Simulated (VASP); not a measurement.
**CdSe in VASP 6.6.1, relaxation**

INCAR

```
LREAL = .FALSE.
IBRION = 1
POTIM = 0.2
GGA = PE
LDAUL = 2 -1
ISMEAR = -1
SIGMA = 0.02
ISIF = 3
NBANDS = 16
LMAXMIX = 4
LDAUTYPE = 2
LWAVE = .FALSE.
LDAUU = 5.0 0
LCHARG = .FALSE.
LASPH = .TRUE.
LDAU = .TRUE.
EDIFF = 1E-7
NELM = 88
ENCUT = 600
LDAUJ = 0 0
EDIFFG = -5E-3
PREC = Accurate
NSW = 40
```

KPOINTS

```
KPOINTS created by Atomic Simulation Environment
0
Gamma
6 6 6
0 0 0
```

POSCAR

```
Cd Se
 1.0000000000000000
     0.0000000000000000    2.9590355997000000    2.9590355997000000
     2.9590355997000000    0.0000000000000000    2.9590355997000000
     2.9590355997000000    2.9590355997000000    0.0000000000000000
 Cd  Se
   1   1
Cartesian
  0.0000000000000000  0.0000000000000000  0.0000000000000000
  1.4795177998500000  1.4795177998500000  1.4795177998500000
```

The recommended PBE PAW datasets give the neutral cell 18 valence electrons.

Command

```
mpirun -np 1 vasp_std
```

Problem. Predict the outcome of this run.

Solution. It converged. Results: relaxed cell vector lengths 4.374, 4.374, 4.374 Å; relaxed cell volume 59.17 Å³.

OSZICAR

```
N       E                     dE             d eps       ncg     rms          rms(c)
DAV:   1     0.118520621803E+03    0.11852E+03   -0.97776E+03   512   0.114E+03
DAV:   2    -0.521766890905E+00   -0.11904E+03   -0.11396E+03   656   0.258E+02
DAV:   3    -0.489497582344E+01   -0.43732E+01   -0.43698E+01   600   0.561E+01
DAV:   4    -0.491270287068E+01   -0.17727E-01   -0.17726E-01   688   0.364E+00
DAV:   5    -0.491280416730E+01   -0.10130E-03   -0.10130E-03   592   0.232E-01    0.103E+01
DAV:   6    -0.461697403446E+01    0.29583E+00   -0.49740E-01   600   0.865E+00    0.723E+00
DAV:   7    -0.461231824469E+01    0.46558E-02   -0.20375E-01   560   0.315E+00    0.239E+00
DAV:   8    -0.461457592636E+01   -0.22577E-02   -0.27804E-02   576   0.205E+00    0.307E-01
DAV:   9    -0.461482941797E+01   -0.25349E-03   -0.25370E-03   592   0.620E-01    0.616E-02
DAV:  10    -0.461490452884E+01   -0.75111E-04   -0.17178E-04   632   0.166E-01    0.431E-02
...
DAV:   9    -0.477590023363E+01   -0.83655E-08   -0.79580E-09   288   0.826E-04
   4 F= -.47759002E+01 E0= -.47759002E+01  d E =-.568687E-03
       N       E                     dE             d eps       ncg     rms          rms(c)
DAV:   1    -0.477599465107E+01   -0.94426E-04   -0.17514E-03   608   0.444E-01    0.608E-02
DAV:   2    -0.477591593774E+01    0.78713E-04   -0.18750E-04   592   0.174E-01    0.232E-02
DAV:   3    -0.477590656978E+01    0.93680E-05   -0.20516E-05   640   0.459E-02    0.154E-02
DAV:   4    -0.477590448414E+01    0.20856E-05   -0.11482E-06   544   0.837E-03    0.349E-03
DAV:   5    -0.477590406814E+01    0.41600E-06   -0.12331E-07   408   0.479E-03    0.813E-04
DAV:   6    -0.477590402467E+01    0.43465E-07   -0.40127E-08   264   0.232E-03
   5 F= -.47759040E+01 E0= -.47759040E+01  d E =-.379104E-05
```

```
ionic step  ΔE (meV/atom)  volume (Å³)  largest force (eV/Å)  pressure (GPa)  electronic steps
         1            0.0        51.82                 0.000            7.97                15
         2          -65.6        55.78                 0.000            2.97                10
         3          -80.2        58.67                 0.000            0.37                 9
         4          -80.5        59.13                 0.000            0.03                 9
         5          -80.5        59.17                 0.000            0.00                 6
```

 The volume moved far on the plane waves of the start cell, so a restart from CONTCAR is due.

For comparison, a separate PBE relaxation on usual settings, not on those above, ends at 59.74 Å³.
